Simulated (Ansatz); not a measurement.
# FeO: LAPW beside PAW

The same cell of FeO is computed with all-electron LAPW, frozen-core PAW and datasets made for this crystal, to set the results side by side.

Computed with Ansatz 0.2.0 (DFT PBE, scalar-relativistic, unless a step's input says otherwise).

## 1. The system as given

Symmetry: R-3m, No. 166, trigonal system. Conventional cell: a = 3.035 Å, b = 3.035 Å, c = 7.547 Å, α = 90.00°, β = 90.00°, γ = 120.00°. Fe (site symmetry -3m) is surrounded by 6 O at 2.16 Å. O (site symmetry -3m) is surrounded by 6 Fe at 2.16 Å.

Coordinates:

```
Fe O
1.0
     1.51768    0.87623    2.51579
    -1.51768    0.87623    2.51579
     0.00000   -1.75247    2.51579
Fe O
1 1
Cartesian
  0.0000 0.0000 0.0000
  0.0000 0.0000 3.7737
```

The cell is a measured one (Crystallography Open Database entry 9009770); the temperature and pressure of the measurement aren't taken into account, and nothing was relaxed.

Atoms are numbered in the order of the input: Fe1, O2.

## 2. All-electron LAPW

input.yaml

```yaml
crystal:
  lattice:
    - [1.5176813758, 0.8762337509, 2.5157933572]
    - [-1.5176813758, 0.8762337509, 2.5157933572]
    - [0.0, -1.7524675018, 2.5157933572]
  atoms:
    - { symbol: Fe, position: [0.0, 0.0, 0.0], spin: 3.0 }
    - { symbol: O, position: [0.5, 0.5, 0.5] }
magnetization:
  spin_polarized: true
kpoints:
  mp_grid: { grid: [16, 16, 16] }
  band_path:
    path:
      - [0.0, 0.0, 0.0]
      - [0.5, 0.5, 0.5]
      - [0.7524612253, 0.2475387747, 0.5]
      - [0.5, -0.2475387747, 0.2475387747]
      - [0.5, 0.0, 0.0]
      - [0.0, 0.0, 0.0]
      - [0.3737693873, -0.3737693873, 0.0]
      - [0.6262306127, 0.0, 0.3737693873]
      - [0.5, 0.0, 0.5]
    npoints: 8
scf:
  occupations: { method: fermi_dirac, width: 0.03 }
hamiltonian:
  xc: pbe
  pseudopotentials: { kind: all_electron, lapw: { basis_error: 0.0005 } }
output:
  forces: true
  stress: true
  eigenvalues: true
  fatbands: true
  populations: true
  dos: { projected: true, de: 0.2, e_range: [-14, 8] }
```

## 3. Frozen-core PAW

Changes to input.yaml since step 2:

```diff
@@ -28,3 +28,3 @@
   xc: pbe
-  pseudopotentials: { kind: all_electron, lapw: { basis_error: 0.0005 } }
+  pseudopotentials: { kind: paw }
 output:
@@ -33,4 +33,5 @@
   eigenvalues: true
-  fatbands: true
+  efg: { contact_densities: true }
   populations: true
+  bader: true
   dos: { projected: true, de: 0.2, e_range: [-14, 8] }
```

## 4. Datasets made for this crystal

Changes to input.yaml since step 3:

```diff
@@ -28,3 +28,3 @@
   xc: pbe
-  pseudopotentials: { kind: paw }
+  pseudopotentials: { kind: all_electron, datasets: crystal }
 output:
@@ -34,4 +34 @@
   efg: { contact_densities: true }
-  populations: true
-  bader: true
-  dos: { projected: true, de: 0.2, e_range: [-14, 8] }
```

(Steps that only read results are left out.)

**Question.** What will these runs give? Wanted: pressure; gap; spin moments; Bader charges.

**Answer**, as computed:

| quantity | value |
| --- | --- |
| pressure | LAPW -0.80, PAW -0.72, crystal datasets -0.80 GPa |
| gap (LAPW) | none |
| spin moments (LAPW) | Fe1 3.62, O2 0.32 μB |
| Bader charges (PAW) | Fe1 +1.34, O2 -1.34 e |

What this shows: The pressure of -0.8 GPa pushes the cell to shrink, with the atoms held in place. There is no gap at this level; the crystal is a metal here. Fe 3d carries the largest share, 94 %, of the projected states within 0.3 eV of the Fermi level. The projection holds only the free atom's occupied shells (Fe 4s, Fe 3d, O 2s, O 2p in this range). The field gradient at O2, the largest by crystal datasets, is 0.28 by PAW and 0.29 by crystal datasets (10²¹ V/m²), within 5 %. PAW lies +0.08 GPa from LAPW in pressure. Site moments are counted in spheres whose radii differ between the methods. LAPW took about 4 times as long as PAW (83 s against 22 s, on a shared host and with the outputs that each input asks for). Other magnetic orders may lie lower; this is the state that the run reached. With one magnetic atom in the cell only ferromagnetic order fits; the real order can differ. No U acts on the open 3d shell, so the metal found here may be the functional's error.
